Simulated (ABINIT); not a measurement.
Crystal: ZrC.

```
CELL_PARAMETERS angstrom
0.00000 2.36500 2.36500
2.36500 0.00000 2.36500
2.36500 2.36500 0.00000
ATOMIC_POSITIONS crystal
Zr 0.50000 0.50000 0.50000
C 0.00000 0.00000 0.00000
```

Base run:

```yaml
Program: ABINIT 10.8.3 (patched build)
Functional: PBEsol
Potentials_or_basis: JTH PAW PBE v2.0
Cutoff: 544 eV
k_mesh: 10 × 10 × 10
Occupations: fermi-dirac, width 0.05 eV
Spin: no spin polarisation
```

Its results: band gap on the k mesh none (metal or under the smearing width); pressure -8.7 GPa.

Q: After a change of settings the same cell gave: band gap on the k mesh none (metal or under the smearing width); pressure -0.8 GPa. Which change was it?
A. functional from PBEsol to LDA; potentials or basis from JTH PAW PBE v2.0 to PseudoDojo NC SR LDA v0.4.1 standard; cutoff from 544 eV to 1116 eV
B. functional from PBEsol to revPBE
C. functional from PBEsol to SOGGA; spin from no spin polarisation to spin-orbit coupling, no magnetisation

A: B.

revPBE binds less tightly than PBEsol, so the same cell stands under more pressure.

Caveats: the PAW data sets were made with another functional, which shifts forces and pressure a little.

Runs at the PBE level aren't shown here.
